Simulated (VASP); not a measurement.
Runs of VASP 6.6.1 on C. It takes space group Fd-3m (No. 227, cubic). Conventional cell: a = 3.567 Å, b = 3.567 Å, c = 3.567 Å, α = 90.00°, β = 90.00°, γ = 90.00°. Around C (site symmetry -43m) lie 4 C at 1.54 Å. This isn't the form of C at room conditions, which is graphite.

```tsv
task	level	cell	k mesh	cutoff (eV)	smearing	grid for exact exchange (PRECFOCK)	exchange at q = 0	mesh quality	gap on the mesh (eV)	pressure (GPa)	relaxed volume (Å³/atom)
band structure	r2SCAN	as given	13 × 13 × 13	520	fermi-dirac 0.05 eV	-	-	not flagged	4.34	(b)	-
single point	PBE	as given	13 × 13 × 13	520	gaussian 0.012 eV	-	-	not flagged	4.14	2.5	-
relaxation of cell and atoms	TPSSh	relaxed	7 × 7 × 7	600	fermi-dirac 0.05 eV	Fast	default	coarse	(a)	0.0	5.64
single point	PBE	as given	13 × 13 × 13	520	gaussian 0.026 eV	-	-	not flagged	4.14	2.5	-
relaxation of cell and atoms	PBE+D3(BJ)	relaxed	13 × 13 × 13	600	fermi-dirac 0.05 eV	-	-	not flagged	4.16	0.0	5.63
```

Alike in all rows: potentials or basis VASP PAW PBE potentials, release 64 (C); no spin polarisation.

Q: Estimate the missing entries.

A: (a) 5.06; (b) -1.3.

Caveats: some runs use coarse meshes; an odd mesh through Γ misses points on the zone boundary, where band edges often lie (some runs); the PAW data sets were made with another functional, which shifts forces and pressure a little (some runs).
